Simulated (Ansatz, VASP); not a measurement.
**Cr: VASP beside Ansatz**

```
Cr
1.0
    -1.42400    1.42400    1.42400
     1.42400   -1.42400    1.42400
     1.42400    1.42400   -1.42400
Cr
1
Direct
  0.00000 0.00000 0.00000
```

Alike in both runs: functional PBE; k mesh 28 × 28 × 28; occupations gaussian, width 0.1 eV; no spin polarisation.

Ansatz relaxed the structure, and its values are those at the end. VASP's run is a single point on that final structure, the one shown.

|  | VASP | Ansatz |
| --- | --- | --- |
| version | VASP 6.6.1 | Ansatz 0.2.0 |
| potentials or method | VASP PAW PBE potentials, release 64 (Cr_pv) | scalar-relativistic, plane waves, PAW |
| plane-wave cutoff (eV) | 520 | 420 |
| valence electrons in the cell | 12 | 14 |

```csv
,VASP,Ansatz,Ansatz less VASP
gap on the k mesh at the Fermi level (eV),none,none,-
pressure (GPa),-0.5,0.0,+0.51
```

A gap of «none» marks a metal or a gap that the smearing closes. The two sets of potentials don't hold the same shells in valence.

Caveats: the run has no spin polarisation, though such a crystal can be magnetic. Spin polarisation is off, so any magnetic state and its effect on volume and gap are missing.
